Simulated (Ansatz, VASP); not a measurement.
**GaAs: VASP beside Ansatz**

```
CELL_PARAMETERS angstrom
0.00000 2.69563 2.69563
2.69563 0.00000 2.69563
2.69563 2.69563 0.00000
ATOMIC_POSITIONS crystal
Ga 0.50000 0.50000 0.50000
As 0.00000 0.00000 0.00000
```

Alike in both runs: functional PBE; k mesh 18 × 18 × 18; occupations gaussian, width 0.1 eV; no spin polarisation.

Ansatz relaxed the structure, and its values are those at the end. VASP's run is a single point on that final structure, the one shown.

|  | VASP | Ansatz |
| --- | --- | --- |
| version | VASP 6.6.1 | Ansatz 0.2.0 |
| potentials or method | VASP PAW PBE potentials, release 64 (Ga_d, As) | scalar-relativistic, plane waves, PAW |
| plane-wave cutoff (eV) | 520 | 420 |
| valence electrons in the cell | 18 | 28 |

VASP gave:

| Item | Value |
| --- | --- |
| gap on the k mesh at the Fermi level (eV) | none |
| pressure (GPa) | 0.2 |

Question: Which values does Ansatz return?

Answer: gap on the k mesh at the Fermi level (eV): none; pressure (GPa): 0.0.

A gap of «none» marks a metal or a gap that the smearing closes. The two sets of potentials don't hold the same shells in valence.
